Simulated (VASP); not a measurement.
Runs of VASP 6.6.1 on GaSe. It takes space group P6_3/mmc (No. 194, hexagonal). The conventional cell has a = 3.771 Å, b = 3.771 Å, c = 15.967 Å, α = 90.00°, β = 90.00°, γ = 120.00°. Ga (site symmetry 3m) is surrounded by 1 Ga at 2.44 Å and 3 Se at 2.48 Å. Se (site symmetry 3m) is surrounded by 3 Ga at 2.48 Å. 

```csv
task,level,cell,k mesh,cutoff (eV),grid for exact exchange (PRECFOCK),exchange at q = 0,share of exact exchange,screening parameter,gap on the mesh (eV),pressure (GPa),largest force (eV/Å)
band structure,PBE-EpsX,"P6_3/mmc, 24.58 Å³/atom",6 × 6 × 1,520,Fast,truncated,0.1244,-,1.60,0.9,0.19
relaxation of cell and atoms,PBE+D3(BJ),relaxed,12 × 12 × 2,600,-,-,-,-,0.85,0.0,0.01
band structure,PBE0,"P6_3/mmc, 24.58 Å³/atom",6 × 6 × 1,520,Fast,truncated,-,-,(b),(c),0.35
band structure,HSE06,"P6_3/mmc, 24.58 Å³/atom",6 × 6 × 1,520,Fast,-,-,0.2 1/A,1.75,(a),0.35
```

Alike in all rows: potentials or basis VASP PAW PBE potentials, release 64 (Ga_d, Se); no spin polarisation; smearing gaussian 0.03 eV.

Problem. Fill in the values left out.

Solution. (a) 0.1; (b) 2.41; (c) -0.2.

Caveats: the PAW data sets were made with another functional, which shifts forces and pressure a little (some runs); this functional lacks dispersion, which binds the layers, so the pressure and a relaxed spacing across them are unreliable (some runs).

A k mesh can miss the band edges, and the runs leave out spin-orbit coupling on Ga, Se.
